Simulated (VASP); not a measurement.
Set up this calculation in VASP 6.6.1, as the native input.

```yaml
Task: single point
Functional: r2SCAN
Dispersion: rVV10
Potentials_or_basis: VASP PAW PBE potentials, release 64 (Pb_d, S)
Cutoff: 520 eV
k_mesh: 8 × 8 × 8
Occupations: fermi-dirac, width 0.02 eV
Spin: no spin polarisation
Dipole_correction: no
Further_INCAR_settings: ALGO = Normal; EDIFF = 1e-06; NBANDS = 20
```

The system is PbS2.

```
Pb S
1.0
     1.90988    1.10267    5.89738
    -1.90988    1.10267    5.89738
     0.00000   -2.20534    5.89738
Pb S
1 2
Direct
  0.00000 0.00000 0.00000
  0.24725 0.24725 0.24725
  0.75275 0.75275 0.75275
```

The cell was built by a generator and needn't be a form met in nature.

The input as run:

POSCAR

```
PbS2
1.0
    1.9098773988      1.1026682304      5.8973836138
   -1.9098773988      1.1026682304      5.8973836138
    0.0000000000     -2.2053364607      5.8973836139
Pb S
1 2
Direct
    0.0000000000      0.0000000000      0.0000000000
    0.2472450482      0.2472450482      0.2472450482
    0.7527549518      0.7527549518      0.7527549518
```

INCAR.step1

```
SYSTEM = PbS2
ALGO = Normal ; EDIFF = 1E-4
ENCUT = 520 ; GGA = PE
ISMEAR = -1 ; LASPH = .True.
LCHARG = .False. ; LREAL = .False.
LWAVE = .True. ; NBANDS = 20
NELM = 100 ; PREC = Accurate
SIGMA = 0.02
```

INCAR.step2

```
SYSTEM = PbS2
ALGO = Normal ; BPARAM = 11.95
CPARAM = 0.0093 ; EDIFF = 1E-6
ENCUT = 520 ; ISIF = 2
ISMEAR = -1 ; ISTART = 1
IVDW_NL = 2 ; LASPH = .True.
LCHARG = .False. ; LMIXTAU = .True.
LREAL = .False. ; LUSE_VDW = .True.
LWAVE = .False. ; METAGGA = R2SCAN
NBANDS = 20 ; NELM = 100
PREC = Accurate ; SIGMA = 0.02
```

KPOINTS

```
k-points
0
Gamma
  8 8 8
  0 0 0
```

Potentials or basis: VASP PAW PBE potentials, release 64 (Pb_d, S).

Command:

```bash
$ cat potpaw_PBE.64/Pb_d/POTCAR potpaw_PBE.64/S/POTCAR > POTCAR
$ cp INCAR.step1 INCAR
$ mpirun -np 1 vasp_std > vasp.out
$ cp INCAR.step2 INCAR
$ mpirun -np 1 vasp_std > vasp.out
```

Results of the run:

```yaml
Pressure: 0.1 GPa
Largest_force: 0.019 eV/Å
Band_gap_on_the_k_mesh: 0.21 eV, indirect (least direct gap 0.35 eV)
```

Caveat: the PAW data sets were made with another functional, which shifts forces and pressure a little; spin-orbit coupling is left out, which as a rule narrows the gap of such compounds by several tenths of an eV.

It took 7.2 min on 1 thread of Intel(R) Xeon(R) 6975P-C (Granite Rapids) (shared host), peak memory 0.78 GiB.
